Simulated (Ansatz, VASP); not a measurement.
**Ag in VASP and in Ansatz**

```
CELL_PARAMETERS angstrom
0.00000 2.07406 2.07406
2.07406 0.00000 2.07406
2.07406 2.07406 0.00000
ATOMIC_POSITIONS crystal
Ag 0.00000 0.00000 0.00000
```

Alike in both runs: functional PBE; k mesh 16 × 16 × 16; occupations fermi-dirac, width 0.08 eV; no spin polarisation.

Ansatz relaxed the structure, and its values are those at the end. VASP's run is a single point on that final structure, the one shown.

|  | VASP | Ansatz |
| --- | --- | --- |
| version | VASP 6.6.1 | Ansatz 0.2.0 |
| potentials or method | VASP PAW PBE potentials, release 64 (Ag) | PAW with Ansatz's default frozen-core files, scalar-relativistic |
| plane-wave cutoff (eV) | 520 | 420 |
| valence electrons in the cell | 11 | 19 |

Ansatz gave:

* pressure (GPa): 0.0

Task: What did VASP give for the same quantities?

Result: Pressure (GPa): -0.1.

The functional is the same, so the differences come from potentials, cutoffs and numerics. The two sets of potentials don't hold the same shells in valence.
